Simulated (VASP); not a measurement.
# Conduction valleys of Si under biaxial (111) strain: unsplit Δ minima and split L levels at TB-mBJ with spin–orbit coupling

We calculate the energies of the Δ and L conduction valleys of silicon for in-plane strains from −2 % to +2 % in the (111) plane, with TB-mBJ and spin–orbit coupling on cells relaxed with PBE. Each level is counted from the valence-band top at the zone centre. The question is which sets of equivalent valleys the strain splits, by how much, and which valley is lowest. This matters for electron transport, because the number of valleys that share the electrons, and their orientation, affect the conductivity mass and the scattering between valleys. The tabled splitting is the L level along [-111] less that along [111], so the valence-band top cancels from it.

## Set-up

The start is a typed prototype cell. The crystal was relaxed with PBE. Equal strain is imposed in the (111) plane; the strain along the normal is adjusted until the normal stress vanishes, and the atoms are relaxed with PBE. VASP 6.6.1, plane waves with PAW, cutoff 450 eV, no spin polarisation. Band edges are single points at TB-mBJ with spin-orbit coupling on these cells, k mesh 8×8×8, read on short lines of k points at the zone centre and through the valleys; energies are counted from the valence-band top at the zone centre.  All levels use the PAW data sets made with PBE.

Notes on method and selection:

- A valley's energy from the valence-band top holds the shift of that top as well as the shift of the valley.
- The TB-mBJ parameter c is fixed anew from the density of each cell, so it changes along the series.
- Runs that did not converge, have known faults or may not be shown are not listed, and runs on Ansatz's PAW sets soft_1 and soft_2 are kept to separate tables.

Columns:

- strain (%): strain in the plane (tension positive).
- splitting (eV): level at L along [-111] less that along [111].
- Δ [001] (eV): minimum of the conduction band along Γ–X in the [001] direction.
- L [111] (eV): conduction level at L along [111].
- L [-111] (eV): conduction level at L along [-111].
- Γ level (eV): lowest conduction level at Γ.

Input lines of one member:

```
PREC = Accurate
ENCUT = 450
EDIFF = 1E-06
NELM = 150
ISMEAR = 0
SIGMA = 0.02
LREAL = .FALSE.
ALGO = Normal
METAGGA = MBJ
LASPH = .TRUE.
LNONCOLLINEAR = .TRUE.
NBANDS = 18
GGA_COMPAT = .FALSE.
LSORBIT = .TRUE.
KPAR = 2
```

Command (options for logging and memory left out): `mpirun -np 2 vasp_ncl`

## Computed values

| member | strain (%) | splitting (eV) | Δ [001] (eV) | L [111] (eV) | L [-111] (eV) | Γ level (eV) |
| --- | --- | --- | --- | --- | --- | --- |
| −2 % | −2.0 | −0.413 | 1.089 | 2.442 | 2.029 | 2.792 |
| −1.5 % | −1.5 | −0.306 | 1.147 | 2.366 | 2.059 | 2.902 |
| −1 % | −1.0 | −0.202 | 1.198 | 2.289 | 2.087 | 3.004 |
| −0.5 % | −0.5 | −0.099 | 1.243 | 2.211 | 2.112 | 3.095 |
| 0 % | 0.0 | 0.000 | 1.281 | 2.132 | 2.132 | 3.154 |
| +0.5 % | 0.5 | 0.096 | 1.260 | 2.000 | 2.095 | 3.099 |
| +1 % | 1.0 | 0.189 | 1.232 | 1.865 | 2.054 | 3.035 |
| +1.5 % | 1.5 | 0.280 | 1.202 | 1.732 | 2.013 | 2.971 |
| +2 % | 2.0 | 0.369 | 1.172 | 1.604 | 1.973 | 2.910 |

Least-squares fits to the whole series, with x = strain (%); R² and errors in the fitted variable (y, or ln y where the fit is in ln y):

| y | members | fit | R² | rms residual | leave-one-out rms | the same for the mean of the others |
| --- | --- | --- | --- | --- | --- | --- |
| splitting (eV) | 9 | y = −0.009556 + 0.1954 x | 1.00 | 0.0080 | 0.011 | 0.28 |
| Δ [001] (eV) | 9 | y = 1.203 + 0.01940 x | 0.20 | 0.051 | 0.070 | 0.064 (fit no better) |

## Interpretation

The Δ valleys are lowest in every row, and (111) strain does not split them. The L valleys above them do split: the one along the strain normal, [111], lies above the other three under compression and below them under tension. The splitting runs from −0.413 eV at −2 % to 0.369 eV at +2 %.

Deformation-potential theory gives both results. We assume that, to first order, a valley on an axis with unit vector n shifts by a part common to its set plus Ξ (n·e·n), where e is the strain tensor and Ξ the uniaxial deformation potential of that set. The strain is e_p in the plane and e_n along the normal, so that

n·e·n = e_n cos²θ + e_p (1 − cos²θ),

with θ the angle between the valley axis and [111].

For the Δ valleys, cos²θ = 1/3 on all three cubic axes. Their shifts are equal, whatever the value of Ξ. The threefold axis along [111], which the strain keeps, makes this equality exact beyond first order too.

For the L valley along [111], cos²θ = 1 and the strain along its axis is e_n. For the other three, cos²θ = 1/9 and it is e_n/9 + 8e_p/9. The difference between the two kinds is

S = (8/9) Ξ (e_p − e_n).

Zero normal stress makes e_n opposite in sign to e_p. We write e_n = −r e_p with r constant, which gives S = (8/9) Ξ (1 + r) e_p, a straight line through zero. The positive slope in the table means that Ξ is positive for the L valleys: stretching a valley's own axis raises it. Tension in the plane shortens the crystal along [111] and so lowers the [111] valley relative to the others.

Tension and compression are not related by symmetry, so a second-order term is allowed. A constant term is not, because the four L valleys are equivalent without strain. The model is therefore

S = a x + b x²,

with x the in-plane strain in %, a in eV per % and b in eV per %².

## Fixing and testing the model

We fix the two parameters on the members at −1 % and +1 %, whose splittings are −0.202 and 0.189 eV. Half their difference gives the linear term and half their sum the quadratic one:

a = (0.189 + 0.202) / 2 = 0.1955 eV per %

b = (0.189 − 0.202) / 2 = −0.0065 eV per %²

Four members further out then follow.

- **−2 %:** 0.1955 × (−2) − 0.0065 × 4 = −0.417 eV. The table has −0.413 eV.
- **−1.5 %:** 0.1955 × (−1.5) − 0.0065 × 1.5 × 1.5 = −0.308 eV. The table has −0.306 eV.
- **+1.5 %:** 0.1955 × 1.5 − 0.0065 × 1.5 × 1.5 = 0.279 eV. The table has 0.280 eV.
- **+2 %:** 0.1955 × 2 − 0.0065 × 4 = 0.365 eV. The table has 0.369 eV.

The members at −0.5 % and +0.5 % are met to within 0.001 eV, and the unstrained crystal is met by construction. The largest miss is thus 0.004 eV. The leave-one-out error is 0.011 eV for the straight-line fit and 0.28 eV when each splitting is estimated by the mean of the others.

The order of the two sets needs no model. The lowest L level lies above the Δ minimum by 2.029 − 1.089 = 0.940 eV at −2 %, by 2.132 − 1.281 = 0.851 eV without strain, and by 1.604 − 1.172 = 0.432 eV at +2 %. Tension brings the [111] valley down towards the Δ minima but leaves it well above them in these rows.

## Outliers

Largest departures from the fit to the whole series:

| member | splitting (eV) | fit | computed − fit | in rms residuals |
| --- | --- | --- | --- | --- |
| −2 % | −0.413 | −0.400 | −0.013 | 1.6 |
| +2 % | 0.369 | 0.381 | −0.012 | 1.5 |
| 0 % | 0.000 | −0.010 | +0.010 | 1.2 |
| −0.5 % | −0.099 | −0.107 | +0.008 | 1.0 |

The linear term alone gives 0.1955 × 2 = 0.391 eV at +2 % and the same with a minus sign at −2 %. The computed splittings lie below it at both ends, by 0.391 − 0.369 = 0.022 eV under tension and by 0.413 − 0.391 = 0.022 eV under compression. What fails is the assumption of constant Ξ and r. The normal strain per unit of in-plane strain weakens from compression to tension; this has the right sign but supplies only the smaller part of the curvature. Mixing of the three inclined L valleys with higher conduction states, which lowers them under either sign of strain, is a possible further cause.

A linear law fails outright for the Δ energy itself, where the printed fit does no better than the mean. That energy changes by (1.281 − 1.089) / 2 = +0.096 eV per % from −2 % to zero, and by (1.172 − 1.281) / 2 = −0.055 eV per % from zero to +2 %. The main reason lies in the reference: the uppermost valence levels split under either sign of strain, and the upper branch moves towards the conduction band. The top level also differs in character between the two sides, so the slopes need not match.

## Conclusions and limits

Between −2 % and +2 %, (111) strain leaves the Δ valleys equivalent and lowest, while the L splitting follows a nearly straight line of about 0.2 eV per % with a weak downward curvature.

Two limits of the method affect the level energies. Lattice vibrations, which are left out, would lower the Δ minimum relative to the valence-band top by several hundredths of an eV. The PBE cell is slightly too large, which shifts the L levels down by a similar rough amount. Neither would change which valley is lowest.

[Logs are printed without paths, hosts, clocks, repeated set-up lines and the standing remarks that a program may print on its own settings, such as how far it seeks lower states.]
